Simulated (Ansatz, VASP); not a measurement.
**Two plane-wave programs on NaH**

```
CELL_PARAMETERS angstrom
1.63066 -5.79629 0.00000
1.63066 5.79629 0.00000
0.00000 0.00000 3.35388
ATOMIC_POSITIONS crystal
Na 0.85521 0.14479 0.75000
Na 0.14479 0.85521 0.25000
H 0.64389 0.35612 0.75000
H 0.35612 0.64389 0.25000
```

Change from the starting cell: relaxed end of: species swapped into the TmSi type (Cmcm, No. 63).

Alike in both runs: task single point; functional PBE; k mesh 6 × 6 × 6; occupations gaussian, width 0.1 eV; no spin polarisation.

|  | VASP | Ansatz |
| --- | --- | --- |
| version | VASP 6.6.1 | Ansatz 0.2.0 |
| potentials or method | VASP PAW PBE potentials, release 64 (Na_pv, H) | scalar-relativistic, plane waves, PAW |
| plane-wave cutoff (eV) | 520 | 420 |
| valence electrons in the cell | 16 | 20 |

```csv
,VASP,Ansatz,Ansatz less VASP
gap on the k mesh at the Fermi level (eV),3.05,3.05,-0.002
least direct gap on the mesh (eV),4.06,4.06,-0.002
pressure (GPa),0.0,0.0,+0.03
rms of the force components (eV/Å),0.003,0.003,-0.0001
```

Atom by atom the forces differ by 0.000 eV/Å (rms over components). The two sets of potentials don't hold the same shells in valence.

A k mesh can miss the band edges.
